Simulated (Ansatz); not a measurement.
Input, command and steps of an Ansatz relaxation.

```yaml
crystal:
  lattice:
    - [-2.62333646, 4.776753505, 4.441674725]
    - [2.62333646, -4.776753505, 4.441674725]
    - [2.62333646, 4.776753505, -4.441674725]
  atoms:
    - { symbol: Si, position: [0.9295488, 0.84494489, 0.08460391] }
    - { symbol: Si, position: [0.73965902, 0.15505511, 0.58460391] }
    - { symbol: Si, position: [0.0704512, 0.15505511, 0.91539609] }
    - { symbol: Si, position: [0.26034098, 0.84494489, 0.41539609] }
    - { symbol: O, position: [0.13068887, 0.88068887, 0.25] }
    - { symbol: O, position: [0.86931113, 0.11931113, 0.75] }
    - { symbol: O, position: [0.79317541, 0.5, 0.79317541] }
    - { symbol: O, position: [0.20682459, 0.0, 0.70682459] }
    - { symbol: O, position: [0.20682459, 0.5, 0.20682459] }
    - { symbol: O, position: [0.79317541, 0.0, 0.29317541] }
    - { symbol: O, position: [0.0, 0.0, 0.0] }
    - { symbol: O, position: [0.5, 0.0, 0.5] }
basis:
  ecutwfc: 420
kpoints:
  mp_grid: { grid: [6, 6, 6] }
hamiltonian:
  xc: pbe
scf:
  occupations: { method: gaussian, width: 0.02 }
output:
  forces: true
  stress: true
  eigenvalues: true
  write_density: true
  write_potential: true
  elf: true
  volumetric_format: npy
relax:
  adjacent_minimum: "off"
  f_tol: 0.01
  max_steps: 40
```

```bash
ansatz run input.yaml --threads 2 --pin off --max-ram 5120MiB --backend cpu --events-out ev --progress --plain --runs-dir out
```

These are results of Ansatz 0.2.0, DFT PBE, scalar-relativistic, plane waves, PAW, not measurements.

Of 6 frames 5 are shown, positions in Å and forces in eV/Å; the SCF threshold varies from step to step.

```xyz
12
Lattice="-2.6233 4.7768 4.4417 2.6233 -4.7768 4.4417 2.6233 4.7768 -4.4417" Properties=species:S:1:pos:R:3:forces:R:3 pbc="T T T" step=1 free_energy_over_end_meV_per_atom=2.00
Si    0.0000    0.8083    7.5059    0.0000    0.0864   -0.0451
Si    0.0000    5.5850    1.3774    0.0000    0.0864    0.0451
Si    2.6233    3.9685   -3.0643    0.0000   -0.0864    0.0451
Si    2.6233   -0.8083    3.0643    0.0000   -0.0864   -0.0451
O     2.6233   -2.3884    3.3818    0.0000    0.0000    0.2538
O     0.0000    7.1651    1.0599    0.0000    0.0000   -0.2538
O     1.3117    5.1892    2.2208    0.0000   -0.3046    0.0000
O     1.3117    4.3643   -2.2208    0.0000    0.3046    0.0000
O     1.3117   -0.4125    2.2208    0.0000    0.3046    0.0000
O    -1.3117    5.1892    2.2208    0.0000   -0.3046    0.0000
O     0.0000    0.0000    0.0000    0.0000    0.0000    0.0000
O     0.0000    4.7768    0.0000    0.0000    0.0000    0.0000
12
Lattice="-2.6233 4.7768 4.4417 2.6233 -4.7768 4.4417 2.6233 4.7768 -4.4417" Properties=species:S:1:pos:R:3:forces:R:3 pbc="T T T" step=2 free_energy_over_end_meV_per_atom=1.25
Si    0.0000    0.8061    7.5050    0.0000    0.1202   -0.0462
Si    0.0000    5.5828    1.3783    0.0000    0.1202    0.0462
Si    2.6233    3.9707   -3.0633    0.0000   -0.1202    0.0462
Si    2.6233   -0.8061    3.0633    0.0000   -0.1202   -0.0462
O     2.6233   -2.3884    3.3831    0.0000    0.0000    0.1801
O     0.0000    7.1651    1.0586    0.0000    0.0000   -0.1801
O     1.3117    5.1809    2.2208    0.0000   -0.2456    0.0000
O     1.3117    4.3726   -2.2208    0.0000    0.2456    0.0000
O     1.3117   -0.4042    2.2208    0.0000    0.2456    0.0000
O    -1.3117    5.1809    2.2208    0.0000   -0.2456    0.0000
O     0.0000    0.0000    0.0000    0.0000    0.0000    0.0000
O     0.0000    4.7768    0.0000    0.0000    0.0000    0.0000
12
Lattice="-2.6233 4.7768 4.4417 2.6233 -4.7768 4.4417 2.6233 4.7768 -4.4417" Properties=species:S:1:pos:R:3:forces:R:3 pbc="T T T" step=3 free_energy_over_end_meV_per_atom=0.10
Si    0.0000    0.8037    7.4998    0.0000   -0.1069    0.0656
Si    0.0000    5.5805    1.3836    0.0000   -0.1069   -0.0656
Si    2.6233    3.9730   -3.0581    0.0000    0.1069   -0.0656
Si    2.6233   -0.8037    3.0581    0.0000    0.1069    0.0656
O     2.6233   -2.3884    3.3857    0.0000    0.0000   -0.0348
O     0.0000    7.1651    1.0560    0.0000    0.0000    0.0348
O     1.3117    5.1505    2.2208    0.0000    0.0201    0.0000
O     1.3117    4.4030   -2.2208    0.0000   -0.0201    0.0000
O     1.3117   -0.3737    2.2208    0.0000   -0.0201    0.0000
O    -1.3117    5.1505    2.2208    0.0000    0.0201    0.0000
O     0.0000    0.0000    0.0000    0.0000    0.0000    0.0000
O     0.0000    4.7768    0.0000    0.0000    0.0000    0.0000
12
Lattice="-2.6233 4.7768 4.4417 2.6233 -4.7768 4.4417 2.6233 4.7768 -4.4417" Properties=species:S:1:pos:R:3:forces:R:3 pbc="T T T" step=4 free_energy_over_end_meV_per_atom=0.06
Si    0.0000    0.7996    7.5005    0.0000    0.0846   -0.0332
Si    0.0000    5.5763    1.3828    0.0000    0.0846    0.0332
Si    2.6233    3.9772   -3.0589    0.0000   -0.0846    0.0332
Si    2.6233   -0.7996    3.0589    0.0000   -0.0846   -0.0332
O     2.6233   -2.3884    3.3817    0.0000    0.0000   -0.0451
O     0.0000    7.1651    1.0600    0.0000    0.0000    0.0451
O     1.3117    5.1479    2.2208    0.0000   -0.0039    0.0000
O     1.3117    4.4056   -2.2208    0.0000    0.0039    0.0000
O     1.3117   -0.3712    2.2208    0.0000    0.0039    0.0000
O    -1.3117    5.1479    2.2208    0.0000   -0.0039    0.0000
O     0.0000    0.0000    0.0000    0.0000    0.0000    0.0000
O     0.0000    4.7768    0.0000    0.0000    0.0000    0.0000
12
Lattice="-2.6233 4.7768 4.4417 2.6233 -4.7768 4.4417 2.6233 4.7768 -4.4417" Properties=species:S:1:pos:R:3:forces:R:3 pbc="T T T" step=6 free_energy_over_end_meV_per_atom=0.00
Si    0.0000    0.7993    7.4986    0.0000    0.0015    0.0004
Si    0.0000    5.5761    1.3847    0.0000    0.0015   -0.0004
Si    2.6233    3.9774   -3.0570    0.0000   -0.0015   -0.0004
Si    2.6233   -0.7993    3.0570    0.0000   -0.0015    0.0004
O     2.6233   -2.3884    3.3709    0.0000    0.0000   -0.0064
O     0.0000    7.1651    1.0708    0.0000    0.0000    0.0064
O     1.3117    5.1442    2.2208    0.0000   -0.0008    0.0000
O     1.3117    4.4093   -2.2208    0.0000    0.0008    0.0000
O     1.3117   -0.3674    2.2208    0.0000    0.0008    0.0000
O    -1.3117    5.1442    2.2208    0.0000   -0.0008    0.0000
O     0.0000    0.0000    0.0000    0.0000    0.0000    0.0000
O     0.0000    4.7768    0.0000    0.0000    0.0000    0.0000
```

It took 97 s on 2 threads of Arm Neoverse V1 (shared host), peak memory 0.68 GiB.